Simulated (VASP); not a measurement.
Input of a VASP 6.6.1 run:

File INCAR:

```
SYSTEM = C
PREC = Accurate
ENCUT = 600
EDIFF = 1E-6
ISMEAR = 0
SIGMA = 0.03
LREAL = .FALSE.
LASPH = .TRUE.
NELM = 80
ALGO = Normal
ISIF = 3
LWAVE = .FALSE.
LCHARG = .FALSE.
GGA = PE
IVDW = 12
IBRION = 2
NSW = 90
EDIFFG = -0.01
LATTICE_CONSTRAINTS = .TRUE. .TRUE. .FALSE.
KPAR = 4
```

The input KPOINTS:

```
regular mesh
0
G
  15 15 1
  0 0 0
```

Contents of POSCAR:

```
C
1.0
    2.4700000000      0.0000000000      0.0000000000
   -1.2350000000      2.1390827500      0.0000000000
    0.0000000000      0.0000000000     24.8239500000
C
6
Direct
    0.0000000000      0.0000000000      0.3625531000
    0.6666666700      0.3333333300      0.3639207300
    0.0000000000      0.0000000000      0.4993161800
    0.3333333300      0.6666666700      0.5006838200
    0.0000000000      0.0000000000      0.6360792700
    0.6666666700      0.3333333300      0.6374469000
```

Potentials or basis: VASP PAW PBE potentials, release 64 (C).

Command:

```bash
$ cat potpaw_PBE.64/C/POTCAR > POTCAR
$ mpirun -np 4 vasp_std > vasp.out
```

Question: Predict the space group after relaxing (to 0.05 Å).

Answer: P-6m2 (No. 187).

Question: Estimate the relaxed volume.

Answer: 21.78 Å³/atom.

Final structure:
```
CELL_PARAMETERS angstrom
2.46556 0.00000 0.00000
-1.23278 2.13524 0.00000
0.00000 0.00000 24.82395
ATOMIC_POSITIONS crystal
C 0.00000 0.00000 0.36325
C 0.66667 0.33333 0.36323
C 0.00000 0.00000 0.50000
C 0.33333 0.66667 0.50000
C 0.00000 0.00000 0.63675
C 0.66667 0.33333 0.63677
```
